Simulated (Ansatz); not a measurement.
# Ti: the cost of one run

Program: Ansatz 0.2.0. Level of theory: DFT PBEsol, scalar-relativistic, plane waves, PAW. These are calculated values, not measurements.

3 further runs of the same task are left out: 3 set aside as unsound or not needed. Runs told in other sessions of the task aren't counted.

### 1 The starting structure

Symmetry: Fm-3m, No. 225, cubic system. Conventional cell: a = 4.056 Å, b = 4.056 Å, c = 4.056 Å, α = 90.00°, β = 90.00°, γ = 90.00°. Around Ti (site symmetry m-3m) lie 12 Ti at 2.87 Å.

As a file:

```cif
data_structure
_symmetry_space_group_name_H-M 'Fm-3m'
_symmetry_Int_Tables_number 225
_cell_length_a 4.0558
_cell_length_b 4.0558
_cell_length_c 4.0558
_cell_angle_alpha 90.000
_cell_angle_beta 90.000
_cell_angle_gamma 90.000
_cell_volume 66.72
loop_
_atom_site_label
_atom_site_type_symbol
_atom_site_symmetry_multiplicity
_atom_site_Wyckoff_symbol
_atom_site_fract_x
_atom_site_fract_y
_atom_site_fract_z
_atom_site_occupancy
Ti1 Ti 4 a 0.00000 0.00000 0.00000 1
```

It is built from the cell relaxed beforehand with the same method (16.68 Å³/atom).

### 2 Zero of energy

The cell is repeated 8 times, 8 atoms in all. The reference gives a free energy of -19790.7981 eV, pressure 0.07 GPa, largest force 0.000 eV/Å and gap on the mesh none (metal). It was computed beforehand with the settings of the runs below.

### 3 Setting up rattled cells

All atoms are moved at random with no net shift, in some cells together with a random strain.

### 4 Point rms move = 0.188 Å

File input.yaml:

```yaml
crystal:
  lattice:
    - [0.04914892, 4.1317066448, -4.1360516542]
    - [4.1086047449, 4.1290891406, -0.0517664242]
    - [4.0879064873, 0.0724646819, -4.1127358923]
  atoms:
    - { symbol: Ti, position: [0.5105792566, 0.0030502608, 0.5142235351] }
    - { symbol: Ti, position: [0.4994313651, 0.5290118555, 0.4535744421] }
    - { symbol: Ti, position: [-0.0037282846, -0.0177318499, 0.5396664203] }
    - { symbol: Ti, position: [-0.0240213127, 0.5077258883, 0.5018434209] }
    - { symbol: Ti, position: [0.5242650935, -0.0038877275, -0.0156924507] }
    - { symbol: Ti, position: [0.4781276881, 0.5156257102, -0.0047067309] }
    - { symbol: Ti, position: [0.0053418501, 0.0058846924, 0.0332264168] }
    - { symbol: Ti, position: [0.0100043438, 0.4603211702, -0.0221350536] }
basis:
  ecutwfc: 420
kpoints:
  mp_grid: { grid: [14, 14, 14] }
hamiltonian:
  xc: pbesol
scf:
  occupations: { method: gaussian, width: 0.15 }
output:
  forces: true
  stress: true
  eigenvalues: true
```

Started as:

```console
ansatz run input.yaml --threads 2 --pin off --max-ram 5120MiB --backend cpu --events-out ev --progress --plain --runs-dir out
```

Q: Estimate wall time and peak memory on 2 threads of AMD EPYC 9R45 (Zen 5), shared host.

About 3.6 min, with a peak of 5.2 GiB.
